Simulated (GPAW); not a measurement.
# Ta (P6_3/mmc) in GPAW: band structure with PBEsol

Aim: the band structure of Ta with PBEsol.

All numbers are computed with GPAW 26.7.0; they aren't measurements. Logs are shortened: lines on timing, memory, paths and dates and some standing lists are left out, and cuts for length are marked. The log counts tension as positive stress, the text compression.

### Step 1. Starting point

The structure is hexagonal, space group P6_3/mmc (No. 194). The conventional cell has a = 2.900 Å, b = 2.900 Å, c = 5.166 Å, α = 90.00°, β = 90.00°, γ = 120.00°. Ta (site symmetry -6m2) has 12 Ta at 2.90 to 3.08 Å as nearest neighbours.

This isn't the form of Ta at room conditions, which is bcc.

### Step 2. Band structure, PBEsol

Input file run.py:

```python
from ase import Atoms
from ase.dft.bandgap import bandgap
from ase.io import write
from ase.units import GPa
from gpaw import GPAW, PW, setup_paths

setup_paths.insert(0, '.')

atoms = Atoms(['Ta', 'Ta'],
              cell=[[2.9003720726, 0.0, 0.0],
                    [-1.4501860363, 2.5117958953, 0.0],
                    [0.0, 0.0, 5.166274]],
              scaled_positions=[[0.3333333333, 0.6666666667, 0.25],
                                [0.6666666667, 0.3333333333, 0.75]],
              pbc=True)

calc = GPAW(mode=PW(600),
            xc='PBEsol',
            kpts={'size': (9, 9, 4), 'gamma': True},
            occupations={'name': 'fermi-dirac', 'width': 0.05},
            nbands=26,
            convergence={'density': 1e-05, 'energy': 1e-05},
            maxiter=150,
            txt='gpaw.txt')
atoms.calc = calc
energy = atoms.get_potential_energy()
forces = atoms.get_forces()
stress = atoms.get_stress()
calc.write('gs.gpw')
write('result.traj', atoms)
print(f'Energy: {energy:.6f} eV')
print('Forces (eV/A):')
print(forces.round(4))
print('Stress (GPa):', (stress / GPa).round(3))
print('Fermi level:', round(calc.get_fermi_level(), 4), 'eV')
print(f'Gap: {bandgap(calc)[0]:.4f} eV, direct: {bandgap(calc, direct=True)[0]:.4f} eV')

path = atoms.cell.bandpath('GMKGALHA,LM,KH', npoints=100, eps=1e-4)
bs_calc = calc.fixed_density(kpts=path, symmetry='off', nbands=38,
                             convergence={'bands': 'CBM+6.0', 'eigenstates': 1e-6}, txt='bands.txt')
bs = bs_calc.band_structure()
bs.write('bs.json')
print(f'Gap on the path: {bandgap(bs_calc)[0]:.4f} eV')
```

Potentials or basis: PAW data sets generated in the run's folder for this functional, pw.

The run is started by

```
> gpaw-setup -f PBEsol Ta
> OMP_NUM_THREADS=1 python run.py
```

gpaw.txt:

```text
__  _  _
 | _ |_)|_||  |
 |__||  | ||/\| - 26.7.0

Input parameters:
  mode=PW(ecut=600.0),
  convergence={'density': 1e-05, 'energy': 1e-05},
  kpts=MonkhorstPack(size=(9, 9, 4), gamma=True),
  maxiter=150,
  nbands=26,
  occupations=Occupations(name='fermi-dirac', width=0.05),
  xc=XC(name='PBEsol')

Diagonalizing LCAO Hamiltonian
Converting LCAO to pw mode

          Ta

        Ta

Atoms  # Å, Bohr magnetons
|   | symbol |         x |        y |        z |    initial magnetic moments |
|---|--------|-----------|----------|----------|-----------------------------|
| 0 |     Ta | -0.000000 | 1.674531 | 1.291568 | ( 0.0000,  0.0000,  0.0000) |
| 1 |     Ta |  1.450186 | 0.837265 | 3.874705 | ( 0.0000,  0.0000,  0.0000) |

Unit cell  # Å
| periodic |         x |        y |        z |  lengths |     angles |
|----------|-----------|----------|----------|----------|------------|
|      yes |  2.900372 | 0.000000 | 0.000000 | 2.900372 |  90.000000 |
|      yes | -1.450186 | 2.511796 | 0.000000 | 2.900372 |  90.000000 |
|      yes |  0.000000 | 0.000000 | 5.166274 | 5.166274 | 120.000000 |

Number of symmetries: 12
Symmetry operations  # r_c * U_cc + t_c -> r_c
|    | kind |            matrix            |
|----|------|------------------------------|
|  0 |  σ   |  1, 1, 0,  0,-1, 0,  0, 0, 1 |
|  1 |  S6  |  1, 1, 0, -1, 0, 0,  0, 0,-1 |
|  2 |  E   |  1, 0, 0,  0, 1, 0,  0, 0, 1 |
|  3 |  C2  |  1, 0, 0, -1,-1, 0,  0, 0,-1 |
|  4 |  C2  |  0, 1, 0,  1, 0, 0,  0, 0,-1 |
|  5 |  C3  |  0, 1, 0, -1,-1, 0,  0, 0, 1 |
|  6 |  S6  |  0,-1, 0,  1, 1, 0,  0, 0,-1 |
|  7 |  σ   |  0,-1, 0, -1, 0, 0,  0, 0, 1 |
|  8 |  σ   | -1, 0, 0,  1, 1, 0,  0, 0, 1 |
|  9 |  i   | -1, 0, 0,  0,-1, 0,  0, 0,-1 |
| 10 |  C3  | -1,-1, 0,  1, 0, 0,  0, 0, 1 |
| 11 |  C2  | -1,-1, 0,  0, 1, 0,  0, 0,-1 |

BZ-sampling:
  Number of BZ points: 324
  Number of IBZ points: 43

  Monkhorst-Pack size: [9, 9, 4]
  Monkhorst-Pack shift: [0.0, 0.0, 0.125]

K-points  # in reciprocal-cell coordinates
|     |                                coordinates |     weight |
|-----|--------------------------------------------|------------|
|   0 | (  0.00000000,   0.00000000,   0.00000000) | 0.00308642 |
|   1 | (  0.00000000,   0.00000000,   0.25000000) | 0.00617284 |
|   2 | (  0.00000000,   0.00000000,   0.50000000) | 0.00308642 |
|   3 | (  0.11111111,   0.00000000,  -0.25000000) | 0.01851852 |
|   4 | (  0.11111111,   0.00000000,   0.00000000) | 0.01851852 |
|   5 | (  0.11111111,   0.00000000,   0.25000000) | 0.01851852 |
|   6 | (  0.11111111,   0.00000000,   0.50000000) | 0.01851852 |
|   7 | (  0.22222222,  -0.11111111,   0.00000000) | 0.01851852 |
|   8 | (  0.22222222,  -0.11111111,   0.25000000) | 0.03703704 |
|   9 | (  0.22222222,  -0.11111111,   0.50000000) | 0.01851852 |
| ... |                                            |            |
|  42 | (  0.44444444,   0.44444444,   0.50000000) | 0.01851852 |

Plane wave coefficients: 1275
Cutoff: 600.0 eV

Spin-components: 1 (collinear spins)
Bands:           26
Projectors:      12
Spin-degeneracy: 2
Datatype:        complex128

Parallelization:
  kpt:    1
  domain: 1
  band:   1

Density:
  Valence electrons: 26.0
  Components: 1
  Grid points: [18 18 30]
  Charge: 0.0  # |e|

Potential:
  Grid points: [18 18 30]

species:
  Ta:
    name:    Tantalum
    Z:       73.0
    valence: 13
    core:    60
    charge:  0.0  # [|e|]
    compensation charges:
      type: gauss
      rc: 0.42  # [Å]
      lmax: 2
    cutoffs:
      filter: 2.36  # [Å]
      core: 3.45  # [Å]
    projectors
    | kind |    occ | energy [eV] | rcut [Å] |
    |------|--------|-------------|----------|
    |   5s |  2.000 |     -72.818 |    1.365 |
    |   6s |  2.000 |      -5.457 |    1.365 |
    |   5p |  6.000 |     -39.444 |    1.349 |
    |   6p |  0.000 |      -1.369 |    1.349 |
    |   5d |  3.000 |      -3.632 |    1.307 |
    |    d |        |      23.579 |    1.307 |

    Using partial waves for Ta as LCAO basis

Reference energy: -848092.280618  # eV

eigensolver:
  PPCG
  Converge bands: occupied
  niter=2

density mixing:
  MSR1-Mixer
  Pratt-step length: 0.05
  Maximum mixing coefficient: 0.75
  Old densities: 10
  SVD Regularization: 0.005
  Good broyden scale: 1.0
  Trust region scale: 1.0
  Backstep threshold: 4.0
  History deletion threshold: 6.0
  Fourier metric: weight=20.0, sigma=0.015

occupation numbers:
  Fermi-Dirac:
    width: 0.0500  # eV

poisson solver:
  ecut: 4800.0  # eV

xc functional:
  name: PBEsol with 2 nearest neighbor stencil

convergence criteria:
- Maximum integral of absolute [dens]ity change: 1e-05 electrons / valence electron
- Maximum [total energy] change in last 3 cyles: 1e-05 eV / valence electron
- Maximum integral of absolute [eigenst]ate change: 4e-08 eV^2 / valence electron
maximum number of iterations: 150

SCF iterations
|iter     | |      energy | eigst |  dens |
|---------|-|-------------|-------|-------|
|iter:   1| |  -20.902808 | -0.09 |       |
|iter:   2| |  -20.852526 | -2.45 | -1.28 |
|iter:   3| |  -20.569208 | -1.68 | -1.31 |
|iter:   4| |  -20.575240 | -3.60 | -2.00 |
|iter:   5| |  -20.577592 | -4.29 | -2.34 |
|iter:   6| |  -20.577603 | -6.31 | -3.49 |
|iter:   7| |  -20.577605c| -7.78c| -4.06 |
|iter:   8| |  -20.577605c| -7.65c| -4.75 |
|iter:   9| |  -20.577605c| -8.60c| -5.61c|

Converged in 9 steps
Energy contributions relative to reference atoms: (reference = -848092.280618)

Energy contributions:
  Kinetic:           6.547263
  Coulomb:          -8.545586
  Zero:             -0.526915
  External:          0.000000
  Xc:              -18.041204
  Entropy:          -0.022328
  Spinorbit:         0.000000
  ----------------------------
  Free energy:     -20.588770
  Extrapolated:    -20.577605

dipole moment: (-0.000002, -0.000003, -0.000007)  # |e|*Ang

Fermi level: 11.431
Eigenvalues  # (at kpt = [0.000, 0.000, 0.000])
| band index |      eig [eV] | occ [0-2] |
|------------|---------------|-----------|
|          0 |       -55.967 |     2.000 |
|        ... |               |           |
|          4 |       -22.184 |     2.000 |
|          5 |       -22.184 |     2.000 |
|          6 |       -22.102 |     2.000 |
|          7 |       -22.102 |     2.000 |
|          8 |         3.328 |     2.000 |
|          9 |         6.582 |     2.000 |
|         10 |        10.900 |     2.000 |
|         11 |        11.347 |     1.685 |
|         12 |        12.032 |     0.000 |
|         13 |        12.032 |     0.000 |
|         14 |        12.590 |     0.000 |
|         15 |        12.590 |     0.000 |
|         16 |        14.391 |     0.000 |
|         17 |        14.391 |     0.000 |
|         18 |        16.531 |     0.000 |
|         19 |        16.531 |     0.000 |
|        ... |               |           |
|         25 |        32.052 |     0.000 |

No gap
No difference between direct/indirect transitions

Forces  # eV/Ang
|        x |        y |        z |
|----------|----------|----------|
| -0.00000 | -0.00000 |  0.00000 |  # Ta   0
| -0.00000 |  0.00000 | -0.00000 |  # Ta   1

Stress tensor  # eV/Ang^3
|        x |         y |         z |
|----------|-----------|-----------|
| 0.047250 |  0.000000 |  0.000000 |
| 0.000000 |  0.047250 | -0.000000 |
| 0.000000 | -0.000000 |  0.035582 |

# Writing to gs.gpw (mode='')
```

stdout:

```text
Energy: -20.577605 eV
Forces (eV/A):
[[-0. -0.  0.]
 [-0.  0. -0.]]
Stress (GPa): [ 7.57   7.57   5.701 -0.     0.     0.   ]
Fermi level: 11.4313 eV
Gap: 0.0000 eV, direct: 0.0000 eV
Gap on the path: 0.0000 eV
```

bands.txt:

```text
Diagonalizing LCAO Hamiltonian
Converting LCAO to pw mode
convergence criteria:
- Maximum integral of absolute [eigenst]ate change: 1e-06 eV^2 / valence electron
maximum number of iterations: 150

SCF iterations
|iter     | |      energy | eigst |  dens |
|---------|-|-------------|-------|-------|
|iter:   1| |             | +0.47 |       |
[... 104 lines left out ...]
         [0.33333333, 0.33333333, 0.        ],
         [0.33333333, 0.33333333, 0.07142857],
         [0.33333333, 0.33333333, 0.14285714],
         [0.33333333, 0.33333333, 0.21428571],
         [0.33333333, 0.33333333, 0.28571429],
         [0.33333333, 0.33333333, 0.35714286],
         [0.33333333, 0.33333333, 0.42857143],
         [0.33333333, 0.33333333, 0.5       ]])),
  maxiter=150,
  nbands=38,
  occupations=Occupations(name='fermi-dirac', width=0.05),
  symmetry=Symmetry(point_group=False, time_reversal=False),
  xc=XC(name='PBEsol')
```

Run time: 70 s. Hardware: 1 thread of Arm Neoverse V1, shared host; peak memory 0.29 GiB.

What came out:

```
Free energy             : -20.5888 eV
Pressure                : -6.9 GPa
Band gap along the path : none (metal or under the smearing width)
```

Stress tensor (GPa, compression positive):
```
-7.57  0.00  0.00
 0.00 -7.57  0.00
 0.00  0.00 -5.70
```

Levels at the corners of the path, in eV from the Fermi level:
| point | band 9 | band 10 | band 11 | band 12 | band 13 | band 14 | band 15 | band 16 | band 17 | band 18 |
| --- | --- | --- | --- | --- | --- | --- | --- | --- | --- | --- |
| Γ | -8.10 | -4.85 | -0.53 | -0.08 | 0.60 | 0.60 | 1.16 | 1.16 | 2.96 | 2.96 |
| M | -3.99 | -3.79 | -3.29 | -0.43 | -0.35 | 0.52 | 0.87 | 5.50 | 6.39 | 6.68 |
| K | -2.82 | -1.90 | -1.90 | -1.62 | -0.53 | -0.53 | 1.05 | 4.00 | 4.02 | 4.02 |
| Γ | -8.10 | -4.85 | -0.53 | -0.08 | 0.60 | 0.60 | 1.16 | 1.16 | 2.96 | 2.96 |
| A | -6.29 | -6.29 | -1.14 | -1.14 | 0.65 | 0.65 | 0.65 | 0.65 | 4.38 | 4.38 |
| L | -4.27 | -4.27 | -2.26 | -2.26 | 1.50 | 1.50 | 2.59 | 2.59 | 5.50 | 5.50 |
| H | -2.37 | -2.37 | -1.93 | -1.93 | -0.58 | -0.58 | 1.51 | 1.51 | 5.17 | 5.17 |
| A | -6.29 | -6.29 | -1.14 | -1.14 | 0.65 | 0.65 | 0.65 | 0.65 | 4.38 | 4.38 |
| L | -4.27 | -4.27 | -2.26 | -2.26 | 1.50 | 1.50 | 2.59 | 2.59 | 5.50 | 5.50 |
| M | -3.99 | -3.79 | -3.29 | -0.43 | -0.35 | 0.52 | 0.87 | 5.50 | 6.39 | 6.68 |
| K | -2.82 | -1.90 | -1.90 | -1.62 | -0.53 | -0.53 | 1.05 | 4.00 | 4.02 | 4.02 |
| H | -2.37 | -2.37 | -1.93 | -1.93 | -0.58 | -0.58 | 1.51 | 1.51 | 5.17 | 5.17 |

Caveat: spin-orbit coupling is left out, which moves the levels of the heavy elements.
